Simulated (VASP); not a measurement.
Input of a VASP 6.6.1 run:

File INCAR:

```
ALGO = Normal
EDIFF = 1E-6
ENCUT = 520
GGA = PE
ISIF = 2
ISMEAR = -1
LASPH = T
LCHARG = T
LELF = T
LREAL = F
LVHAR = T
LWAVE = F
NBANDS = 15
NELM = 100
PREC = Accurate
SIGMA = 0.02
```

File KPOINTS:

```
k-points
0
Gamma
  6 6 6
```

The input POSCAR:

```
KBr
1.0
    0.0610413531      3.6882992785      3.6882992785
    3.6882992785      0.0610413531      3.6882992785
    3.7493406316      3.7493406316      0.0000000000
K Br
1 1
Direct
    0.0037670664      0.0037670664     -0.0037670664
    0.2462329336      0.2462329336      0.2537670664
```

Potentials or basis: VASP PAW PBE potentials, release 64 (K_sv, Br).

Launch:

```console
$ cat potpaw_PBE.64/K_sv/POTCAR potpaw_PBE.64/Br/POTCAR > POTCAR
$ mpirun -np 1 vasp_std > vasp.out
```

Task: Estimate the band gap on the k mesh.

Result: 4.26 eV, indirect (least direct gap 4.27 eV).

Task: What does it give for the pressure?

Result: 0.3 GPa.

Stress tensor (GPa, compression positive):
```
 0.27 -0.07  0.00
-0.07  0.27  0.00
 0.00  0.00  0.27
```

A k mesh can miss the band edges.
